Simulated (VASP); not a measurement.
```
AlSb
1.0
    0.00000     3.05321     3.05321
    3.05321     0.00000     3.05321
    3.05321     3.05321     0.00000
Al Sb
1 1
Direct
  0.00000   0.00000   0.00000
  0.25000   0.25000   0.25000
```

The numbers are results of PBEsol GGA, VASP's PBE PAW potentials (set 64) (plane waves; VASP), not measurements. Run with 520 eV cut-off, 8×8×8 Γ-centred mesh, Gaussian smearing of 0.050 eV, potentials Al Sb.

**Question.** Give the stress tensor in GPa (positive for a compressed cell).

**Answer.** 
```
1.76  0.00  0.00
0.00  1.76  0.00
0.00  0.00  1.76
```
The pressure is its mean diagonal, 1.76 GPa.

The compound is AlSb in the zinc blende structure. This cell is one point of a volume scan, at 0.97 of the reference volume.
